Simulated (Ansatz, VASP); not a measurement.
MgO: VASP beside Ansatz

File INCAR:

```
PREC = Accurate
ENCUT = 520
EDIFF = 1E-6
ISMEAR = 0
SIGMA = 0.05
LREAL = F
LASPH = T
NELM = 80
ALGO = Normal
ISIF = 2
LWAVE = F
LCHARG = F
GGA = PE
NBANDS = 11
```

Contents of KPOINTS:

```
regular mesh
0
Gamma
  9 9 8
```

File POSCAR:

```
MgO
1.0
    2.9380209034      0.0000000000      0.0000000000
   -1.4690104517      2.5444007392      0.0000000000
    0.0000000000      0.0000000000      2.6796800000
Mg O
1 1
Direct
   -0.2042191052      0.0000000000      0.0000000000
    0.3333333333      0.6666666667      0.5000000000
```

Input for Ansatz:

```yaml
crystal:
  lattice:
    - [2.9380209034, 0.0, 0.0]
    - [-1.4690104517, 2.5444007392, 0.0]
    - [0.0, 0.0, 2.67968]
  atoms:
    - { symbol: Mg, position: [-0.2042191052, 0.0, 0.0] }
    - { symbol: O, position: [0.3333333333, 0.6666666667, 0.5] }
basis:
  ecutwfc: 420
kpoints:
  mp_grid: { grid: [9, 9, 8] }
hamiltonian:
  xc: pbe
scf:
  occupations: { method: gaussian, width: 0.05 }
output:
  forces: true
  stress: true
  eigenvalues: true
```

Alike in both runs: task single point; functional PBE; k mesh 9 × 9 × 8; occupations gaussian, width 0.05 eV; no spin polarisation.

|  | VASP | Ansatz |
| --- | --- | --- |
| version | VASP 6.6.1 | Ansatz 0.2.0 |
| potentials or method | VASP PAW PBE potentials, release 64 (Mg, O) | scalar-relativistic, plane waves, PAW |
| plane-wave cutoff (eV) | 520 | 420 |
| valence electrons in the cell | 8 | 16 |

Ansatz gave:

| Quantity | Value |
| --- | --- |
| gap on the k mesh at the Fermi level (eV) | 2.48 |
| least direct gap on the mesh (eV) | 3.03 |
| pressure (GPa) | 22.0 |
| largest component of the traceless stress (GPa) | 12.55 |
| rms of the force components (eV/Å) | 2.080 |

Q: Estimate VASP's values.

A: gap on the k mesh at the Fermi level (eV): 2.46; least direct gap on the mesh (eV): 3.02; pressure (GPa): 21.9; largest component of the traceless stress (GPa): 12.82; rms of the force components (eV/Å): 2.121.

Atom by atom the forces differ by 0.041 eV/Å (rms over components). The functional is the same, so the differences come from potentials, cutoffs and numerics. The two sets of potentials don't hold the same shells in valence.

Caveats: so large a pressure means that the cell lies far from this level's equilibrium, or that cutoff or potentials fall short (VASP); an odd mesh through Γ misses points on the zone boundary, where band edges often lie; forces of over 1 eV/Å show positions far from the minimum, so gaps and moduli don't describe the material at rest.
